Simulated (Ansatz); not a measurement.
**C: tests of the settings**

This session on C sets out to sweep the occupation rule and width.

Method: DFT PBE, scalar-relativistic, plane waves, PAW, in Ansatz 0.2.0.

2 further runs of the same task are left out: 2 for a broken database entry.

### Step 1. Starting point

Symmetry: Fmmm, No. 69, orthorhombic system. The conventional cell has a = 2.456 Å, b = 4.254 Å, c = 6.696 Å, α = 90.00°, β = 90.00°, γ = 90.00°. Around C (site symmetry m2m) lie 3 C at 1.42 Å.

As a file:

```cif
data_structure
_symmetry_space_group_name_H-M 'P 1'
_symmetry_Int_Tables_number 1
_cell_length_a 3.9665
_cell_length_b 3.5661
_cell_length_c 2.4560
_cell_angle_alpha 80.086
_cell_angle_beta 62.329
_cell_angle_gamma 37.586
_cell_volume 17.49
loop_
_atom_site_label
_atom_site_type_symbol
_atom_site_fract_x
_atom_site_fract_y
_atom_site_fract_z
_atom_site_occupancy
C1 C 0.16667 0.83333 0.16667 1
C2 C 0.83333 0.16667 0.83333 1
```

Source of the structure: the Crystallography Open Database. It is taken as it stands there.

### Step 2. The base input

Contents of input.yaml:

```yaml
crystal:
  lattice:
    - [0.0, 2.127, 3.348]
    - [1.228, 0.0, 3.348]
    - [1.228, 2.127, 0.0]
  atoms:
    - { symbol: C, position: [0.16667, 0.83333, 0.16667] }
    - { symbol: C, position: [0.83333, 0.16667, 0.83333] }
basis:
  ecutwfc: 420
kpoints:
  mp_grid: { grid: [14, 14, 14] }
hamiltonian:
  xc: pbe
scf:
  occupations: { method: gaussian, width: 0.02 }
output:
  forces: true
  stress: true
  eigenvalues: true
  populations: true
```

It was run beforehand and gave: -250.9259 eV/atom at zero smearing, pressure 4.60 GPa, largest force 0.031 eV/Å, gap on the mesh 0.36 eV, in 6 SCF cycles and 5.3 s.

### Step 3. Occupation rule and width set to Gaussian 0.03 eV

Contents of input.yaml:

```yaml
crystal:
  lattice:
    - [0.0, 2.127, 3.348]
    - [1.228, 0.0, 3.348]
    - [1.228, 2.127, 0.0]
  atoms:
    - { symbol: C, position: [0.16667, 0.83333, 0.16667] }
    - { symbol: C, position: [0.83333, 0.16667, 0.83333] }
basis:
  ecutwfc: 420
kpoints:
  mp_grid: { grid: [14, 14, 14] }
hamiltonian:
  xc: pbe
scf:
  occupations: { method: gaussian, width: 0.03 }
output:
  forces: true
  stress: true
  eigenvalues: true
```

### Step 4. Occupation rule and width set to Gaussian 0.05 eV

input.yaml: that of step 3 with these lines changed.

```diff
@@ -15,3 +15,3 @@
 scf:
-  occupations: { method: gaussian, width: 0.03 }
+  occupations: { method: gaussian, width: 0.05 }
 output:
```

### Step 5. Occupation rule and width set to Gaussian 0.15000000000000002 eV

input.yaml: that of step 4 with these lines changed.

```diff
@@ -15,3 +15,3 @@
 scf:
-  occupations: { method: gaussian, width: 0.05 }
+  occupations: { method: gaussian, width: 0.15 }
 output:
```

### Step 6. Occupation rule and width: Methfessel–Paxton 0.08 eV

input.yaml: that of step 5 with these lines changed.

```diff
@@ -15,3 +15,3 @@
 scf:
-  occupations: { method: gaussian, width: 0.15 }
+  occupations: { method: methfessel_paxton, width: 0.08 }
 output:
```

### Step 7. Occupation rule and width set to cold 0.08 eV

input.yaml: that of step 6 with these lines changed.

```diff
@@ -15,3 +15,3 @@
 scf:
-  occupations: { method: methfessel_paxton, width: 0.08 }
+  occupations: { method: cold, width: 0.08 }
 output:
```

### Step 8. Occupation rule and width set to cold 0.15000000000000002 eV

input.yaml: that of step 7 with these lines changed.

```diff
@@ -15,3 +15,3 @@
 scf:
-  occupations: { method: cold, width: 0.08 }
+  occupations: { method: cold, width: 0.15 }
 output:
```

### Step 9. Occupation rule and width: tetrahedron

input.yaml: that of step 8 with these lines changed.

```diff
@@ -15,3 +15,3 @@
 scf:
-  occupations: { method: cold, width: 0.15 }
+  occupations: { method: tetrahedron }
 output:
```

### Step 10. Occupation rule and width: fixed

input.yaml: that of step 9 with these lines changed.

```diff
@@ -15,3 +15,3 @@
 scf:
-  occupations: { method: tetrahedron }
+  occupations: { method: fixed }
 output:
```

(Steps that only read results are left out.)

**Question.** What does this series show? Wanted: largest energy shift, occupation rule and width.

As calculated:

| quantity | value |
| --- | --- |
| largest energy shift, occupation rule and width | 0.02 meV/atom at Gaussian 0.15000000000000002 |

**Reading.** Smearing shifts the free energy by as much as 0.02 meV/atom (cold 0.15000000000000002); extrapolating to zero width leaves 0.02 at most. With a gap this much wider than the widths, the rule hardly matters.
